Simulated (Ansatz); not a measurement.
# Iridium, fcc under BLYP: from relaxation to bulk modulus, part 2 of 2

What does BLYP give for iridium in the fcc structure? We relax it, solve it on a dense k-mesh, switch on spin-orbit coupling, then scale the cell to 7 volumes from 88 to 112 % of the relaxed one and try a fit of the equation of state. The k-meshes are 14×14×14 for the relaxation; 22×22×22 for the dense run; 14×14×14 for spin-orbit coupling; 22×22×22 for the volumes. It starts from a deposited cell (COD).

Ansatz 0.2.0; DFT, BLYP, plane waves (420 eV) with PAW, scalar-relativistic. The steps go on from the part before.

**7. At 96 % of the relaxed volume**

Input file input.yaml:

```yaml
crystal:
  lattice:
    - [0.0, 1.9422330586, 1.9422330586]
    - [1.9422330586, 0.0, 1.9422330586]
    - [1.9422330586, 1.9422330586, 0.0]
  atoms:
    - { symbol: Ir, position: [0.0, 0.0, 0.0] }
hamiltonian:
  xc: blyp
  pseudopotentials:
    kind: paw
    azcp:
      Ir: "pseudopotentials/Ir.paw.azcp"
basis:
  ecutwfc: 420
  fft_grid_basis: typed
kpoints:
  mp_grid: { grid: [22, 22, 22], shift: [0, 0, 0] }
magnetization:
  spin_polarized: false
scf:
  occupations: { method: fermi_dirac, width: 0.1 }
output:
  stress: true
```

What it wrote, shortened:

```text
[...]
Pseudopotentials: kind: paw
Pseudopotential: Ir, paw, valence charge 17, recommended cutoff 420 eV (normal), <dir>
Functional definition: BLYP
[...]
Crystal: 1 atoms, lattice volume = 14.653 Å³
Basis set: ecut = 420 eV, 283 PW (Γ), exchange–correlation on 40×40×40 points (8 copies of the dense FFT grid, shifted against one another)
Bands: 13, of which v1, the nominal top of the filled ones, is band 9 counted from 1 (8 counted from 0)
Symmetry: 48 space group operations
Space group: Fm-3m (ITA 225), of the structure as read, at distance tolerance 2.4e-5 Å
k-points: 328 of 10648
[...]
SCF iter   1: F=—  HF=-11960.720139 eV  |F-HF|=—  |Δ(HF+E_count)|=         —  Δρ=1.33e-2  dr2=2.49e-2  ethr=1.77e-3  ⟨swp⟩=5.0  Hψ=21939  notcnv=0
[...]
SCF iter   6: F=-11960.714110 eV  HF=-11960.714110 eV  |F-HF|=8.65e-9  |Δ(HF+E_count)|=   9.38e-7  Δρ=1.62e-5  dr2=1.21e-8  ethr=5.88e-10  ⟨swp⟩=2.7  Hψ=16478  notcnv=0
[...]
SCF converged after 6 iterations
Free energy (F): -11960.714110 eV
[...]
E sigma→0 (E₀):  -11960.696703 eV
Entropy (-TS):   -0.034816 eV (-34.816 meV/atom)
Fermi energy:    25.181015 eV
[...]
--- Stress (GPa, compression-positive) ---
       13.127113      -0.000000       0.000000
        0.000000      13.127113       0.000000
        0.000000      -0.000000      13.127113
  P = ⅓ Tr σ = 13.1271 GPa (131.271 kbar)
```

Wall time 5.9 s (1 thread of an x86-64 CPU, shared host); peak memory 0.54 GiB.

**8. At 100 % of the relaxed volume**

input.yaml, as its differences from that of step 7:

```diff
@@ -2,5 +2,5 @@
   lattice:
-    - [0.0, 1.9422330586, 1.9422330586]
-    - [1.9422330586, 0.0, 1.9422330586]
-    - [1.9422330586, 1.9422330586, 0.0]
+    - [0.0, 1.9688422975, 1.9688422975]
+    - [1.9688422975, 0.0, 1.9688422975]
+    - [1.9688422975, 1.9688422975, 0.0]
   atoms:
```

What it wrote, shortened:

```text
[...]
[... 3 set-up lines as earlier in the session ...]
[...]
Crystal: 1 atoms, lattice volume = 15.264 Å³
Basis set: ecut = 420 eV, 307 PW (Γ), exchange–correlation on 40×40×40 points (8 copies of the dense FFT grid, shifted against one another)
Bands: 13, of which v1, the nominal top of the filled ones, is band 9 counted from 1 (8 counted from 0)
[... 2 set-up lines as earlier in the session ...]
k-points: 328 of 10648
[...]
SCF iter   1: F=—  HF=-11960.742975 eV  |F-HF|=—  |Δ(HF+E_count)|=         —  Δρ=1.23e-2  dr2=2.27e-2  ethr=1.77e-3  ⟨swp⟩=5.0  Hψ=22194  notcnv=0
[...]
SCF iter   6: F=-11960.737942 eV  HF=-11960.737942 eV  |F-HF|=8.19e-11  |Δ(HF+E_count)|=   1.98e-9  Δρ=9.37e-7  dr2=1.05e-10  ethr=4.96e-12  ⟨swp⟩=1.3  Hψ=12821  notcnv=0
[...]
SCF converged after 6 iterations
Free energy (F): -11960.737942 eV
[...]
E sigma→0 (E₀):  -11960.719358 eV
Entropy (-TS):   -0.037167 eV (-37.167 meV/atom)
Fermi energy:    23.922961 eV
[...]
--- Stress (GPa, compression-positive) ---
       -0.075499      -0.000000      -0.000000
        0.000000      -0.075499       0.000000
       -0.000000       0.000000      -0.075499
  P = ⅓ Tr σ = -0.0755 GPa (-0.755 kbar)
```

Run time: 4.5 s. Hardware: 1 thread of an x86-64 CPU, shared host; peak memory 0.55 GiB.

**9. At 104 % of the relaxed volume**

input.yaml, as its differences from that of step 8:

```diff
@@ -2,5 +2,5 @@
   lattice:
-    - [0.0, 1.9688422975, 1.9688422975]
-    - [1.9688422975, 0.0, 1.9688422975]
-    - [1.9688422975, 1.9688422975, 0.0]
+    - [0.0, 1.9947510883, 1.9947510883]
+    - [1.9947510883, 0.0, 1.9947510883]
+    - [1.9947510883, 1.9947510883, 0.0]
   atoms:
```

What it wrote, shortened:

```text
[...]
[... 3 set-up lines as earlier in the session ...]
[...]
Crystal: 1 atoms, lattice volume = 15.874 Å³
Basis set: ecut = 420 eV, 331 PW (Γ), exchange–correlation on 40×40×40 points (8 copies of the dense FFT grid, shifted against one another)
Bands: 13, of which v1, the nominal top of the filled ones, is band 9 counted from 1 (8 counted from 0)
[... 2 set-up lines as earlier in the session ...]
k-points: 328 of 10648
[...]
SCF iter   1: F=—  HF=-11960.721518 eV  |F-HF|=—  |Δ(HF+E_count)|=         —  Δρ=1.16e-2  dr2=2.11e-2  ethr=1.77e-3  ⟨swp⟩=5.0  Hψ=22370  notcnv=0
[...]
SCF iter   6: F=-11960.717229 eV  HF=-11960.717229 eV  |F-HF|=4.18e-11  |Δ(HF+E_count)|=   1.95e-9  Δρ=7.56e-7  dr2=7.19e-11  ethr=5.26e-12  ⟨swp⟩=1.3  Hψ=12873  notcnv=0
[...]
SCF converged after 6 iterations
Free energy (F): -11960.717229 eV
[...]
E sigma→0 (E₀):  -11960.697404 eV
Entropy (-TS):   -0.039652 eV (-39.652 meV/atom)
Fermi energy:    22.760572 eV
[...]
--- Stress (GPa, compression-positive) ---
      -10.362576       0.000000      -0.000000
        0.000000     -10.362576       0.000000
        0.000000       0.000000     -10.362576
  P = ⅓ Tr σ = -10.3626 GPa (-103.626 kbar)
```

Run time: 6 s. Hardware: 1 thread of an x86-64 CPU, shared host; peak memory 0.56 GiB.

**10. At 108 % of the relaxed volume**

input.yaml, as its differences from that of step 9:

```diff
@@ -2,5 +2,5 @@
   lattice:
-    - [0.0, 1.9947510883, 1.9947510883]
-    - [1.9947510883, 0.0, 1.9947510883]
-    - [1.9947510883, 1.9947510883, 0.0]
+    - [0.0, 2.0200037829, 2.0200037829]
+    - [2.0200037829, 0.0, 2.0200037829]
+    - [2.0200037829, 2.0200037829, 0.0]
   atoms:
```

What it wrote, shortened:

```text
[...]
[... 3 set-up lines as earlier in the session ...]
[...]
Crystal: 1 atoms, lattice volume = 16.485 Å³
Basis set: ecut = 420 eV, 331 PW (Γ), exchange–correlation on 40×40×40 points (8 copies of the dense FFT grid, shifted against one another)
Bands: 13, of which v1, the nominal top of the filled ones, is band 9 counted from 1 (8 counted from 0)
[... 2 set-up lines as earlier in the session ...]
k-points: 328 of 10648
[...]
SCF iter   1: F=—  HF=-11960.665369 eV  |F-HF|=—  |Δ(HF+E_count)|=         —  Δρ=1.09e-2  dr2=1.94e-2  ethr=1.77e-3  ⟨swp⟩=5.0  Hψ=22431  notcnv=0
[...]
SCF iter   6: F=-11960.661886 eV  HF=-11960.661886 eV  |F-HF|=2.91e-11  |Δ(HF+E_count)|=   1.42e-9  Δρ=6.40e-7  dr2=5.21e-11  ethr=6.05e-12  ⟨swp⟩=1.3  Hψ=12899  notcnv=0
[...]
SCF converged after 6 iterations
Free energy (F): -11960.661886 eV
[...]
E sigma→0 (E₀):  -11960.640749 eV
Entropy (-TS):   -0.042274 eV (-42.274 meV/atom)
Fermi energy:    21.683713 eV
[...]
--- Stress (GPa, compression-positive) ---
      -18.339857       0.000000      -0.000000
       -0.000000     -18.339857       0.000000
       -0.000000       0.000000     -18.339857
  P = ⅓ Tr σ = -18.3399 GPa (-183.399 kbar)
```

Run time: 6 s. Hardware: 1 thread of an x86-64 CPU, shared host; peak memory 0.54 GiB.

**11. At 112 % of the relaxed volume**

input.yaml, as its differences from that of step 10:

```diff
@@ -2,5 +2,5 @@
   lattice:
-    - [0.0, 2.0200037829, 2.0200037829]
-    - [2.0200037829, 0.0, 2.0200037829]
-    - [2.0200037829, 2.0200037829, 0.0]
+    - [0.0, 2.0446404034, 2.0446404034]
+    - [2.0446404034, 0.0, 2.0446404034]
+    - [2.0446404034, 2.0446404034, 0.0]
   atoms:
```

What it wrote, shortened:

```text
[...]
[... 3 set-up lines as earlier in the session ...]
[...]
Crystal: 1 atoms, lattice volume = 17.095 Å³
Basis set: ecut = 420 eV, 331 PW (Γ), exchange–correlation on 40×40×40 points (8 copies of the dense FFT grid, shifted against one another)
Bands: 13, of which v1, the nominal top of the filled ones, is band 9 counted from 1 (8 counted from 0)
[... 1 set-up line as earlier in the session ...]
Space group: Fm-3m (ITA 225), of the structure as read, at distance tolerance 2.6e-5 Å
k-points: 328 of 10648
[...]
SCF iter   1: F=—  HF=-11960.582734 eV  |F-HF|=—  |Δ(HF+E_count)|=         —  Δρ=1.04e-2  dr2=1.84e-2  ethr=1.77e-3  ⟨swp⟩=5.0  Hψ=22177  notcnv=0
[...]
SCF iter   6: F=-11960.579778 eV  HF=-11960.579778 eV  |F-HF|=1.46e-11  |Δ(HF+E_count)|=   1.42e-9  Δρ=5.31e-7  dr2=3.48e-11  ethr=6.43e-12  ⟨swp⟩=1.2  Hψ=12871  notcnv=0
[...]
SCF converged after 6 iterations
Free energy (F): -11960.579778 eV
[...]
E sigma→0 (E₀):  -11960.557262 eV
Entropy (-TS):   -0.045034 eV (-45.034 meV/atom)
Fermi energy:    20.683532 eV
[...]
--- Stress (GPa, compression-positive) ---
      -24.479858      -0.000000      -0.000000
       -0.000000     -24.479858      -0.000000
        0.000000      -0.000000     -24.479858
  P = ⅓ Tr σ = -24.4799 GPa (-244.799 kbar)
```

Wall time 4.8 s (1 thread of an x86-64 CPU, shared host); peak memory 0.55 GiB.

**12. Energy and pressure against volume**

All volumes keep the relaxed shape and fractional coordinates.

| V (Å³/atom) | E − E₀ (meV/atom) | P from the stress (GPa) | P from the fit (GPa) |
| --- | --- | --- | --- |
| 13.432 | 255.2 | 51.63 | 51.44 |
| 14.043 | 102.4 | 30.02 | 29.72 |
| 14.653 | 22.6 | 13.13 | 12.80 |
| 15.264 | 0.0 | -0.08 | -0.39 |
| 15.874 | 21.9 | -10.36 | -10.68 |
| 16.485 | 78.6 | -18.34 | -18.69 |
| 17.095 | 162.1 | -24.48 | -24.91 |

A third-order Birch-Murnaghan fit gives V₀ = 15.244 Å³/atom, B₀ = 293 GPa and B₀′ = 5.2; it misses no point by more than 0.07 meV/atom.

The fit is made to E(σ → 0), while the stress belongs to the free energy F; that is one source of the offset between the two pressures.

**13. Outcome**

What follows sums up all 2 parts.

```
                      quantity                         value
space group (spins left aside)               Fm-3m (No. 225)
             conventional cell                   a = 3.938 Å
                        volume                15.264 Å³/atom
             shortest distance                       2.784 Å
   against the measured volume       +7.9 % (14.149 Å³/atom)
               gap on the mesh  none (levels filled in part)
                   V₀, B₀, B₀′  15.244 Å³/atom, 293 GPa, 5.2
```

In words: Against experiment, BLYP misses the volume by +7.9 %. This functional tends to bind solids too weakly. No gap shows: it is a metal or semimetal at this level. The total energy of the spin-orbit run lies -32.3 eV/atom from the scalar one, but the two kinds of run don't share a zero of energy: only differences within one kind count. The fitted modulus is 293 GPa, among the stiffest elements.
